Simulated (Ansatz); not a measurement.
# Se: the cost of one run

Method: DFT PBE, scalar-relativistic, plane waves, PAW, in Ansatz 0.2.0.

2 further runs of the same task are left out: 1 that didn't finish, 1 set aside as unsound or not needed.

### Step 1. Starting point

Symmetry: R32, No. 155, trigonal system. The conventional cell has a = 7.755 Å, b = 7.755 Å, c = 6.896 Å, α = 90.00°, β = 90.00°, γ = 120.00°. Se (site symmetry 3) has 4 Se at 2.35 to 2.40 Å as nearest neighbours. Se (site symmetry 2) is surrounded by 4 Se at 2.40 to 2.41 Å.

Structure file:

```
CELL_PARAMETERS angstrom
3.87754 2.23870 2.29876
-3.87754 2.23870 2.29876
0.00000 -4.47740 2.29876
ATOMIC_POSITIONS crystal
Se 0.32954 0.32954 0.32954
Se 0.67046 0.67046 0.67046
Se 0.61218 0.38782 0.00000
Se 0.00000 0.61218 0.38782
Se 0.38782 0.00000 0.61218
```

A structure generator made this guess: 4-connected net of one element (R32, No. 155). Its size is a rough estimate.

### Step 2. A first look at the guess

Input file input.yaml:

```yaml
crystal:
  lattice:
    - [3.8775386, 2.23869795, 2.29876272]
    - [-3.8775386, 2.23869795, 2.29876272]
    - [0.0, -4.47739591, 2.29876272]
  atoms:
    - { symbol: Se, position: [0.32954438, 0.32954438, 0.32954438] }
    - { symbol: Se, position: [0.67045562, 0.67045562, 0.67045562] }
    - { symbol: Se, position: [0.61217956, 0.38782044, 0.0] }
    - { symbol: Se, position: [0.0, 0.61217956, 0.38782044] }
    - { symbol: Se, position: [0.38782044, 0.0, 0.61217956] }
basis:
  ecutwfc: 420
kpoints:
  mp_grid: { grid: [6, 6, 6] }
hamiltonian:
  xc: pbe
scf:
  occupations: { method: gaussian, width: 0.1 }
  lower_state_search: "off"
output:
  forces: true
  stress: true
  eigenvalues: true
```

Launch:

```sh
$ ansatz run input.yaml --threads 1 --pin off --max-ram 2560MiB --backend cpu --events-out ev --progress --plain --runs-dir out
```

What time and memory should one allow on 1 thread of Arm Neoverse V1, shared host?

About 18 s, with a peak of 0.39 GiB.
